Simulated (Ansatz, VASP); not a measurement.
# One calculation of Rh, two programs

File INCAR:

```
SYSTEM = Rh
  PREC = Accurate
  ENCUT = 520
  EDIFF = 1E-7
  ISMEAR = -1
  SIGMA = 0.1
  LREAL = .FALSE.
  LASPH = .TRUE.
  NELM = 100
  ALGO = Normal
  ISIF = 2
  LWAVE = .FALSE.
  LCHARG = .FALSE.
  GGA = RP
  NBANDS = 14
```

KPOINTS

```
regular mesh
0
G
  14 14 14
  0 0 0
```

File POSCAR:

```
Rh
1.0
    2.5215169607      0.0000000000      0.0000000000
    0.0000000000      2.5215169607      0.0000000000
    0.0000000000      0.0000000000      2.5215169607
Rh
1
Direct
    0.0000000000      0.0000000000      0.0000000000
```

Input for Ansatz:

```yaml
crystal:
  lattice:
    - [2.5215169607, 0.0, 0.0]
    - [0.0, 2.5215169607, 0.0]
    - [0.0, 0.0, 2.5215169607]
  atoms:
    - { symbol: Rh, position: [0.0, 0.0, 0.0] }
hamiltonian:
  xc: rpbe
  pseudopotentials:
    kind: paw
    azcp:
      Rh: "pseudopotentials/Rh.paw.azcp"
basis:
  ecutwfc: 420
  fft_grid_basis: typed
kpoints:
  mp_grid: { grid: [14, 14, 14], shift: [0, 0, 0] }
magnetization:
  spin_polarized: false
scf:
  occupations: { method: fermi_dirac, width: 0.1 }
  lower_state_search: "off"
output:
  stress: true
  write_density: true
  write_potential: true
  elf: true
  volumetric_format: npy
```

Alike in both runs: task single point; functional RPBE; k mesh 14 × 14 × 14; occupations fermi-dirac, width 0.1 eV; no spin polarisation.

|  | VASP | Ansatz |
| --- | --- | --- |
| version | VASP 6.6.1 | Ansatz 0.2.0 |
| potentials or method | VASP PAW PBE potentials, release 64 (Rh_pv) | plane waves (420 eV) with PAW, scalar-relativistic |
| plane-wave cutoff (eV) | 520 | 420 |
| valence electrons in the cell | 15 | 17 |

VASP gave:

```
pressure (GPa) : 7.5
```

Task: Which values does Ansatz return?

Result: Pressure (GPa): 7.4.

The two sets of potentials don't hold the same shells in valence.

Caveats: the PAW data sets were made with another functional, which shifts forces and pressure a little (VASP).
